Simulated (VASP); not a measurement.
A run of VASP 6.6.1 is set up as follows.

File INCAR:

```
SYSTEM = SnTe
  ALGO = Normal
  EDIFF = 1E-7
  EDIFFG = -0.002
  ENCUT = 520
  GGA = PE
  IBRION = 2
  ISIF = 3
  ISMEAR = 0
  LASPH = .True.
  LCHARG = .False.
  LREAL = .False.
  LWAVE = .False.
  NELM = 4
  NSW = 80
  PREC = Accurate
  SIGMA = 0.02
```

File KPOINTS:

```
k-points
0
Gamma
  8 8 8
  0 0 0
```

Contents of POSCAR:

```
SnTe
1.0
    0.0000000000      3.1508500000      3.1508500000
    3.1508500000      0.0000000000      3.1508500000
    3.1508500000      3.1508500000      0.0000000000
Sn Te
1 1
Direct
    0.0000000000      0.0000000000      0.0000000000
    0.5000000000      0.5000000000      0.5000000000
```

Potentials or basis: VASP PAW PBE potentials, release 64 (Sn_d, Te).

Run with:

```console
$ cat potpaw_PBE.64/Sn_d/POTCAR potpaw_PBE.64/Te/POTCAR > POTCAR
$ mpirun -np 1 vasp_std > vasp.out
```

Task: Estimate the relaxed cell.

Result: a = 4.533 Å, b = 4.533 Å, c = 4.533 Å, α = 60.00°, β = 60.00°, γ = 60.00°.

Task: What does it give for the space group after relaxing (to 0.05 Å)?

Result: Fm-3m (No. 225).

Task: Estimate the relaxed volume.

Result: 32.94 Å³/atom.

Task: What does it give for the band gap on the k mesh?

Result: 0.05 eV, direct.

Step by step:
```
step  energy change (eV)  largest force (eV/Å)  pressure (GPa)  volume (Å³)
   1              0.0000                0.0000           -1.39        62.56
   3              0.0452                0.0000            1.54        62.14
   5              0.0403                0.0000            2.26        62.49
   7              0.0394                0.0000            2.27        62.55
   9              0.0393                0.0000            2.27        62.56
  11              0.0392                0.0000            2.27        62.56
  13              0.0392                0.0000            2.27        62.56
  15              0.0392                0.0000            2.27        62.56
  17              0.0392                0.0000            2.27        62.56
  19              0.0392                0.0000            2.27        62.56
  21              0.0236                0.0000            1.03        64.04
  23              0.0170                0.0000           -0.40        65.65
  25              0.0174                0.0000            0.13        65.48
  27              0.0173                0.0000            0.21        65.55
  29              0.0172                0.0000            0.20        65.59
  31              0.0172                0.0000            0.17        65.61
  33              0.0171                0.0000            0.11        65.68
  35              0.0171                0.0000            0.04        65.81
  37              0.0171                0.0000            0.03        65.85
  39              0.0171                0.0000            0.02        65.86
  41              0.0171                0.0000            0.02        65.87
  43              0.0171                0.0000            0.02        65.87
  45              0.0171                0.0000            0.02        65.87
  47              0.0171                0.0000            0.01        65.87
  48              0.0171                0.0000            0.01        65.88
```

Caveat: spin-orbit coupling is left out, which moves the levels of the heavy elements. Zero-point motion and thermal expansion aren't in these numbers.
